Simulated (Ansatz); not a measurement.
The calculation used DFT PBE, scalar-relativistic, plane waves, PAW in Ansatz 0.2.0. Settings: cutoff 420 eV, Γ-centred meshes spaced at most about 0.3 Å⁻¹, and about 0.25 Å⁻¹ or finer for metals (2π included), Gaussian smearing. No spin polarisation.

Temperature and zero-point effects are left out.

Two relaxed structures of B3P2:

1.

```
B P
1.0
     3.18531    0.00000    0.00000
     0.00000    3.18531    0.00000
     0.00000    0.00000    6.11965
B P
3 2
Direct
  0.50000 0.50000 0.63444
  0.50000 0.50000 0.36556
  0.00000 0.00000 0.00000
  0.50000 0.00000 0.80849
  0.00000 0.50000 0.19151
```

2.

```
B P
1.0
     3.07914    0.00000    0.00000
    -1.53957    2.66661    0.00000
     0.00000    0.00000    6.32518
B P
3 2
Direct
  0.00000 0.00000 0.00000
  0.33333 0.66667 0.48201
  0.66667 0.33333 0.51799
  0.33333 0.66667 0.18174
  0.66667 0.33333 0.81826
```

Question: Which would you expect to be lower, and how large is the difference?

Answer: Cell 1 is lower, by 0.39 eV/atom. Cell 1 has space group P-4m2 (No. 115), 12.4 Å³/atom and no gap on its mesh; cell 2 has space group P-3m1 (No. 164), 10.4 Å³/atom and no gap. Counting P atoms around B (those within 1.25 times the shortest such distance or 1.15 times the sum of covalent radii, 1.27 where that leaves under three; a slash parts the counts of unlike sites), cell 1 has B 2/4 and cell 2 has B 1/6. Cell 1 holds B–B pairs (shortest 1.65 Å); cell 2 holds B–B nets (shortest 1.79 Å). The lower one is the more open, so pressure narrows the difference. Even the lower one lies +0.04 eV/atom against the reference forms of the elements (uncorrected), so neither is stable at this level. In cell 1, B on a site of symmetry 2mm is surrounded by 1 B at 1.65 Å and 2 P at 1.92 Å; B on a site of symmetry -4m2 has 4 P at 1.98 Å; around P lie 4 B at 1.92–1.98 Å. In cell 2, B on a site of symmetry -3m has 6 P at 2.12 Å; B on a site of symmetry 3m has 3 B at 1.79 Å and 1 P at 1.90 Å; P is surrounded by 1 B at 1.90 Å and 3 B at 2.12 Å. Both come from invented guesses. The lowest form computed isn't among them: it has B and P ordered on diamond sites, space group I4_1/amd (No. 141), 10.9 Å³/atom and lies 169 meV/atom below the best shown.

In P-4m2, P-3m1 an odd number of electrons in the primitive cell allows no gap without spin; a larger cell or a magnetic state could open one. Cells relaxed within their symmetry can be saddle points. Some candidate types were left out of the draw beforehand, so a known form may be missing.
